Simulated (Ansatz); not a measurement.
Bulk crystal (WC) after relaxation:

```cif
data_structure
_symmetry_space_group_name_H-M 'P-6m2'
_symmetry_Int_Tables_number 187
_cell_length_a 2.8984
_cell_length_b 2.8984
_cell_length_c 2.8276
_cell_angle_alpha 90.000
_cell_angle_beta 90.000
_cell_angle_gamma 120.000
_cell_volume 20.57
loop_
_atom_site_label
_atom_site_type_symbol
_atom_site_symmetry_multiplicity
_atom_site_Wyckoff_symbol
_atom_site_fract_x
_atom_site_fract_y
_atom_site_fract_z
_atom_site_occupancy
W1 W 1 a 0.00000 0.00000 0.00000 1
C1 C 1 f 0.66667 0.33333 0.50000 1
```

Miller indices refer to the conventional cell of P-6m2 (No. 187), a = 2.898 Å, b = 2.898 Å, c = 2.828 Å, α = 90.00°, β = 90.00°, γ = 120.00°.

Consider the (201) slab of 10 planes, 10.5 Å thick with 15 Å of vacuum as cut; outer planes WC (top) and WC (bottom), all atoms relaxed.

Computed with DFT PBEsol, scalar-relativistic, plane waves, PAW in Ansatz. Settings: cutoff 420 eV, Γ-centred mesh 12×6×1 on the computed 20-atom cell, Gaussian smearing of 0.10 eV; no spin polarisation. The cell repeats along c with a dipole correction in the vacuum.

The work function read from the bulk's Fermi level differs by 0.28 eV, so the slab's middle doesn't match the bulk reference (too thin, or relaxed to another structure or magnetic state).

Task: Predict the surface energy (mean of both faces).

Result: 4.08 J/m².

Task: Predict the work function.

Result: 4.59 eV (top), 4.47 eV (bottom).

Task: Estimate the dipole of the slab along +c, per cell.

Result: -0.01 e·Å.

Task: The top two planes lie 1.147 Å apart in the bulk. How does relaxation change this?

Result: The spacing becomes 1.028 Å (-10.4 %), and the top plane rumples by 0.181 Å.

Spin-orbit coupling is left out, which matters for the bands of heavy elements.